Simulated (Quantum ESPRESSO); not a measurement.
Runs of Quantum ESPRESSO 7.5 on BP. Symmetry: F-43m, No. 216, cubic system. The conventional cell has a = 4.538 Å, b = 4.538 Å, c = 4.538 Å, α = 90.00°, β = 90.00°, γ = 90.00°. P (site symmetry -43m) has 4 B at 1.97 Å as nearest neighbours. B (site symmetry -43m) has 4 P at 1.97 Å as nearest neighbours. 

| level | potentials or basis | k mesh | cutoff (eV) | k mesh of the self-consistent run | form of the LDA | mesh quality | gap on the mesh (eV) |
| --- | --- | --- | --- | --- | --- | --- | --- |
| PBE | PseudoDojo 0.4.1 SR PBE standard | 20 × 20 × 20 | 1034 | 20 × 20 × 20 | - | not flagged | 1.25 |
| LDA | PseudoDojo 0.4.1 SR LDA standard | 6 × 6 × 6 | 1034 | 10 × 10 × 10 | PW92 | not flagged | 1.32 |
| LDA | PseudoDojo 0.4.1 SR LDA standard | 4 × 4 × 4 | 463 | 10 × 10 × 10 | PW92 | coarse | 1.27 |
| LDA | PseudoDojo 0.4.1 SR LDA standard | 4 × 4 × 4 | 1238 | 10 × 10 × 10 | PW92 | coarse | 1.32 |
| LDA | PseudoDojo 0.4.1 SR LDA stringent | 12 × 12 × 12 | 1034 | 12 × 12 × 12 | PW92 | not flagged | 1.20 |
| PBE | PseudoDojo 0.4.1 SR PBE standard | 4 × 4 × 4 | 1034 | 10 × 10 × 10 | - | coarse | (a) |
| PBE | SG15 PBE 1.2 | 4 × 4 × 4 | 952 | 10 × 10 × 10 | - | coarse | (b) |

Alike in all rows: task single point; no spin polarisation; cell as given; smearing fixed.

Q: Estimate the missing entries.

A: (a) 1.35; (b) 1.37.

Caveats: some runs use coarse meshes.

A k mesh can miss the band edges.

Not every run made on this cell is shown here.
